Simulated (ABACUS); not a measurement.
# MgS (P6_3mc) in ABACUS: reference runs

How does MgS come out in PBE? The cell is run as given and disturbed.

Program: ABACUS 3.10.1. These are calculated values, not measurements. Logs are shortened: lines on timing, memory, paths and dates and some standing lists are left out, and cuts for length are marked.

## Step 1: Starting point

It takes space group P6_3mc (No. 186, hexagonal). The conventional cell has a = 4.035 Å, b = 4.035 Å, c = 6.432 Å, α = 90.00°, β = 90.00°, γ = 120.00°. S (site symmetry 3m) is surrounded by 4 Mg at 2.45 to 2.47 Å. Mg (site symmetry 3m) has 4 S at 2.45 to 2.47 Å as nearest neighbours.

The cell comes from a database or a generator and needn't be the stable form of this composition.

## Step 2: Single point, PBE

INPUT reads:

```
INPUT_PARAMETERS
suffix              MgS
calculation         scf
basis_type          pw
pseudo_dir          ./
symmetry            1
dft_functional      pbe
ecutwfc             84
pseudo_rcut         10
nspin               1
nbands              20
ks_solver           dav
smearing_method     fd
smearing_sigma      0.00367493
scf_thr             1e-08
scf_nmax            100
mixing_type         broyden
mixing_beta         0.7
cal_force           1
cal_stress          1
kpar                4
```

STRU reads:

```
ATOMIC_SPECIES
S 32.0600 S.upf
Mg 24.3050 Mg.upf

LATTICE_CONSTANT
1.8897261246

LATTICE_VECTORS
4.0346224068 0.0000000000 0.0000000000
-2.0173112034 3.4940854990 0.0000000000
0.0000000000 0.0000000000 6.4322941800

ATOMIC_POSITIONS
Direct

S
0.0
2
0.6666666667 0.3333333333 0.8792441500 1 1 1
0.3333333333 0.6666666667 0.3792441500 1 1 1

Mg
0.0
2
0.3333333333 0.6666666667 0.9957548500 1 1 1
0.6666666667 0.3333333333 0.4957548500 1 1 1
```

KPT reads:

```
K_POINTS
0
Gamma
8 8 4 0 0 0
```

Potentials or basis: PseudoDojo NC SR 0.4.1 PBE standard, plane waves.

Started as:

```sh
$ OMP_NUM_THREADS=1 mpirun -np 4 abacus > log
```

running log:

```text
ABACUS v3.10.1

               Atomic-orbital Based Ab-initio Computation at UStc

 ------------------------------------------------------------------------------------

 READING GENERAL INFORMATION
                           global_out_dir = OUT.MgS/
                           global_in_card = INPUT
                               pseudo_dir = ./
                              orbital_dir =
                                    DSIZE = 4
                                    GSIZE = 1

 READING UNITCELL INFORMATION
                                    ntype = 2
                  lattice constant (Bohr) = 1.88973
              lattice constant (Angstrom) = 1

 READING ATOM TYPE 1
                               atom label = S
                      L=0, number of zeta = 1
                      L=1, number of zeta = 1
                      L=2, number of zeta = 1
             number of atom for this type = 2

 READING ATOM TYPE 2
                               atom label = Mg
                      L=0, number of zeta = 1
                      L=1, number of zeta = 1
                      L=2, number of zeta = 1
             number of atom for this type = 2

                        TOTAL ATOM NUMBER = 4
DIRECT COORDINATES
    atom                   x                   y                   z     mag                  vx                  vy                  vz
taud_S1            0.6666666667        0.3333333333        0.8792441500  0.0000        0.0000000000        0.0000000000        0.0000000000
taud_S2            0.3333333333        0.6666666667        0.3792441500  0.0000        0.0000000000        0.0000000000        0.0000000000
taud_Mg1            0.3333333333        0.6666666667        0.9957548500  0.0000        0.0000000000        0.0000000000        0.0000000000
taud_Mg2            0.6666666667        0.3333333333        0.4957548500  0.0000        0.0000000000        0.0000000000        0.0000000000

                          Volume (Bohr^3) = 611.926
                             Volume (A^3) = 90.678

 Lattice vectors: (Cartesian coordinate: in unit of a_0)
             +4.03462                  +0                  +0
             -2.01731            +3.49409                  +0
                   +0                  +0            +6.43229
 Reciprocal vectors: (Cartesian coordinate: in unit of 2 pi/a_0)
            +0.247855           +0.143099                  -0
                   -0           +0.286198                  -0
                   +0                  -0           +0.155466
 The esolver type has been set to : ksdft_pw

                PAO radial cut off (Bohr) = 10

 Read in pseudopotential file is S.upf
                     pseudopotential type = NC
          exchange-correlation functional = PBE
                 nonlocal core correction = 1
                        valence electrons = 6
                                     lmax = 2
                           number of zeta = 2
                     number of projectors = 6
                           L of projector = 0
[... 5 lines left out ...]
                PAO radial cut off (Bohr) = 10

 Read in pseudopotential file is Mg.upf
                     pseudopotential type = NC
          exchange-correlation functional = PBE
                 nonlocal core correction = 0
                        valence electrons = 10
                                     lmax = 1
                           number of zeta = 3
                     number of projectors = 4
                           L of projector = 0
                           L of projector = 0
                           L of projector = 1
                           L of projector = 1
     initial pseudo atomic orbital number = 18

 SETUP THE ELECTRONS NUMBER
             electron number of element S = 6
       total electron number of element S = 12
            electron number of element Mg = 10
      total electron number of element Mg = 20
            AUTOSET number of electrons:  = 32
                           occupied bands = 16
                                   NBANDS = 20
                                   NLOCAL = 36

%%%%%%%%%%%%%%%%%%%%%%%%%%%%%%%%%%%%%%%%%%%%%%%%%%%%%%%%%%%%%%%%%%%%%%%%%%%%%%%%%%%%%%%%%%%%%%%%%%%%%%%%%%
 Warning: the number of valence electrons in pseudopotential > 2 for Mg: [Ne] 3s2
 Pseudopotentials with additional electrons can yield (more) accurate outcomes, but may be less efficient.
 If you're confident that your chosen pseudopotential is appropriate, you can safely ignore this warning.
%%%%%%%%%%%%%%%%%%%%%%%%%%%%%%%%%%%%%%%%%%%%%%%%%%%%%%%%%%%%%%%%%%%%%%%%%%%%%%%%%%%%%%%%%%%%%%%%%%%%%%%%%%

 SETUP THE PLANE WAVE BASIS
 energy cutoff for charge/potential (unit:Ry) = 336
            fft grid for charge/potential = [ 45, 45, 72 ]
                        fft grid division = [ 1, 1, 1 ]
        big fft grid for charge/potential = [ 45, 45, 72 ]
                                     nbxx = 145800
                                     nrxx = 145800
[... 64 lines left out ...]
                                       S6 = 0
               POINT GROUP IN SPACE GROUP = C_6v

 SETUP K-POINTS
                                    nspin = 1
                   Input type of k points = Monkhorst-Pack(Gamma)
                                   nkstot = 256
                       right hand lattice = 1
(for reciprocal lattice: )
                             BRAVAIS TYPE = 4
                     BRAVAIS LATTICE NAME = 04. Hexagonal cell
                                    ibrav = 4
                       right hand lattice = 1
(for k-lattice: )
                             BRAVAIS TYPE = 4
                     BRAVAIS LATTICE NAME = 04. Hexagonal cell
                                    ibrav = 4
                       right hand lattice = 1
                        ROTATION MATRICES = 24
                               nkstot_ibz = 30
K-POINTS REDUCTION ACCORDING TO SYMMETRY
     IBZ    DIRECT_X    DIRECT_Y    DIRECT_Z  WEIGHT  ibz2bz
       1  0.00000000  0.00000000  0.00000000  0.0039       0
       2 -0.12500000  0.12500000  0.00000000  0.0234       1
       3 -0.25000000  0.25000000  0.00000000  0.0234       2
       4 -0.37500000  0.37500000  0.00000000  0.0234       3
       5  0.50000000  0.50000000  0.00000000  0.0117       4
       6 -0.12500000  0.25000000  0.00000000  0.0234       9
[... 22 lines left out ...]
      29  0.50000000  0.25000000  0.50000000  0.0234     146
      30  0.37500000  0.37500000  0.50000000  0.0234     147

                               nkstot now = 30
[... K-POINTS DIRECT COORDINATES: 30 rows ...]

           k-point number in this process = 8
       minimum distributed K point number = 7
[... stars of the k points ...]

[... K-POINTS CARTESIAN COORDINATES: 8 rows ...]

[... K-POINTS DIRECT COORDINATES: 8 rows ...]

 SETUP PLANE WAVES FOR WAVE FUNCTIONS
     energy cutoff for wavefunc (unit:Ry) = 84
              fft grid for wave functions = [ 45, 45, 72 ]
                    number of plane waves = 10275
                         number of sticks = 397

 PARALLEL PW FOR WAVE FUNCTIONS
     PROC   COLUMNS(POT)             PW
        1            397          10275
 --------------- sum -------------------
        1            397          10275

 SETUP NONLOCAL PSEUDOPOTENTIALS IN PLANE WAVE BASIS
 S non-local projectors:
 projector 1 L=0
 projector 2 L=0
 projector 3 L=1
 projector 4 L=1
 projector 5 L=2
 projector 6 L=2
 Mg non-local projectors:
 projector 1 L=0
 projector 2 L=0
 projector 3 L=1
 projector 4 L=1
      TOTAL NUMBER OF NONLOCAL PROJECTORS = 52

 Init Non-Local PseudoPotential table :
 Init Non-Local-Pseudopotential done.

                                     npwx = 7984

 Make real space PAO into reciprocal space.
       max mesh points in Pseudopotential = 1001
     dq(describe PAO in reciprocal space) = 0.01
                                    max q = 1104

 number of pseudo atomic orbitals for S is 2
WARNING: norm of atomic wavefunction # 2 of atomic type S is 0.999996, renormalized

 number of pseudo atomic orbitals for Mg is 3
WARNING: norm of atomic wavefunction # 3 of atomic type Mg is 0.9998, renormalized

 -------------------------------------------
 SELF-CONSISTENT
 -------------------------------------------
                                 init_chg = atomic

 PW ALGORITHM --------------- ION=   1  ELEC=   1--------------------------------

 Notice: Threshold on eigenvalues was too large.
 hsover_error=0.32 > DRHO=0.250715
 Origin diag ethr = 0.01
 New diag ethr = 0.000783483

 Density error is 0.252427434604
                          Error Threshold = 0.000783483449344
----------------------------------------------------------
     Energy           Rydberg                 eV
----------------------------------------------------------
 E_KohnSham     -282.0920982524      -3838.0598970083
 E_Harris       -282.5579074376      -3844.3975561075
 E_Fermi        0.2428573598         3.3042438949
----------------------------------------------------------
[... 63 lines left out ...]
 Density error is 2.57853383322e-09
                          Error Threshold = 9.61361142627e-11
----------------------------------------------------------
     Energy           Rydberg                 eV
----------------------------------------------------------
 E_KohnSham     -282.1518616830      -3838.8730201972
 E_KS(sigma->0) -282.1518616830      -3838.8730201972
 E_Harris       -282.1518556280      -3838.8729378137
 E_band         -54.4926436839       -741.4104531844
 E_one_elec     -205.4218659261      -2794.9078703866
 E_Hartree      102.2612371333       1391.3355095424
 E_xc           -44.6181935646       -607.0616669458
 E_Ewald        -134.3730393257      -1828.2389924071
 E_entropy(-TS) -0.0000000000        -0.0000000000
 E_descf        0.0000000000         0.0000000000
 E_exx          0.0000000000         0.0000000000
 E_Fermi        0.3487440384         4.7449060651
----------------------------------------------------------

 charge density convergence is achieved
 final etot is -3838.8730202 eV
 EFERMI = 4.7449060651 eV

 STATE ENERGY(eV) AND OCCUPATIONS    NSPIN == 1
 1/8 kpoint (Cartesian) = 0.0000 0.0000 0.0000 (7943 pws)
       1       -70.7120     0.00781250
       2       -70.7119     0.00781250
       3       -37.4897     0.00781250
       4       -37.4870     0.00781250
       5       -37.4820     0.00781250
       6       -37.4820     0.00781250
[... 122 lines left out ...]
      19        9.80185    5.58309e-46
      20        10.2482    7.41742e-50

[... levels at 2 further k points ...]

------------------------------------------------------------------------------------------
 TOTAL-FORCE (eV/Angstrom)
------------------------------------------------------------------------------------------
                        S1         0.0000000000         0.0000000000        -0.0535937597
                        S2         0.0000000000         0.0000000000        -0.0535937597
                       Mg1         0.0000000000         0.0000000000         0.0535937597
                       Mg2         0.0000000000         0.0000000000         0.0535937597
------------------------------------------------------------------------------------------

----------------------------------------------------------------
 TOTAL-STRESS (KBAR)
----------------------------------------------------------------
        11.9086293545        -0.0000000000         0.0000000000
        -0.0000000000        11.9086293543        -0.0000000000
         0.0000000000         0.0000000000         9.2229324591
----------------------------------------------------------------
 TOTAL-PRESSURE: 11.013397 KBAR

 --------------------------------------------
 !FINAL_ETOT_IS -3838.8730201972048235 eV
 --------------------------------------------
```

Run time: 21 s. Hardware: 4 MPI ranks of Intel Xeon Platinum 8488C (Sapphire Rapids), shared host; peak memory 0.6 GiB.

Results:

```yaml
Free_energy: -3838.8730 eV
Pressure: 1.1 GPa
Largest_force: 0.054 eV/Å
Band_gap_on_the_k_mesh: 3.43 eV, direct
```

Forces in eV/Å, atoms in the order of the input:
```
S    0.000  0.000 -0.054
S    0.000  0.000 -0.054
Mg   0.000  0.000  0.054
Mg   0.000  0.000  0.054
```

Levels at points of the mesh, in eV from the valence-band top:
| k point | band 12 | band 13 | band 14 | band 15 | band 16 | band 17 | band 18 | band 19 | band 20 |
| --- | --- | --- | --- | --- | --- | --- | --- | --- | --- |
| (0.00, 0.00, 0.00) | -0.58 | -0.58 | -0.16 | -0.16 | 0.00 | 3.43 | 4.67 | 7.46 | 7.46 |
| (0.50, 0.50, 0.00) | -2.45 | -1.88 | -1.25 | -0.93 | -0.48 | 4.72 | 5.21 | 5.79 | 7.48 |
| (0.00, 0.00, 0.50) | -1.91 | -0.38 | -0.38 | -0.38 | -0.38 | 4.90 | 4.90 | 7.60 | 7.60 |
| (0.50, 0.50, 0.50) | -3.11 | -0.90 | -0.90 | -0.80 | -0.80 | 4.65 | 4.65 | 6.28 | 6.28 |

Expect the measured gap to be larger: semilocal functionals such as PBE lack the derivative discontinuity.

(Part 1 of 2 ends here.)
